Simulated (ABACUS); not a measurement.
Runs of ABACUS 3.10.1 on NaCl. It takes space group Fm-3m (No. 225, cubic). The conventional cell has a = 5.588 Å, b = 5.588 Å, c = 5.588 Å, α = 90.00°, β = 90.00°, γ = 90.00°. Cl (site symmetry m-3m) has 6 Na at 2.79 Å as nearest neighbours. Na (site symmetry m-3m) is surrounded by 6 Cl at 2.79 Å. The cell is a database's computed one.

```csv
task,level,potentials or basis,cell,k mesh,cutoff (eV),optimiser,force threshold,max steps,cell moves,SCF threshold on the density,gap on the mesh (eV),pressure (GPa),relaxed volume (Å³/atom)
relaxation of cell and atoms,SCAN,"SG15 ONCV 1.2 PBE, plane waves",relaxed,5 × 5 × 5,1401,ASE BFGSLineSearch,0.03 eV/Å,60,yes,1e-08,5.92,0.0,-
relaxation of cell and atoms,RPBE,"SSSP 1.3 efficiency PBE, plane waves",relaxed,6 × 6 × 6,748,ASE BFGSLineSearch,0.02 eV/Å,60,yes,1e-08,(a),0.0,24.98
single point,r2SCAN,"SG15 ONCV 1.2 PBE, DZP LCAO (the cutoffs set its grid)",as given,6 × 6 × 6,1361,-,-,-,-,1e-07,5.94,0.7,-
single point,SCAN,"SG15 ONCV 1.2 PBE, plane waves",as given,5 × 5 × 5,1401,-,-,-,-,1e-08,5.92,0.0,-
relaxation of cell and atoms,WC,"PseudoDojo NC SR 0.5 PBE standard, plane waves",relaxed,6 × 6 × 6,1211,cg,0.005 eV/Å,-,-,1e-08,5.00,0.0,(b)
single point,BLYP,"PseudoDojo NC SR 0.5 PBE stringent, DZP LCAO (the cutoffs set its grid)",as given,7 × 7 × 7,1361,-,-,-,-,1e-07,5.40,2.6,-
```

Alike in all rows: no spin polarisation; smearing fermi-dirac 0.05 eV.

Q: Fill in the values left out.

A: (a) 5.05; (b) 22.23.

Caveats: the potentials were made for another functional, which shifts forces and pressure; the atomic orbitals were generated for these runs and aren't a published set (some runs); the basis of atomic orbitals isn't converged, which shifts pressures, moduli and gaps (some runs); the relaxation stopped at its first step, so nothing moved (some runs).

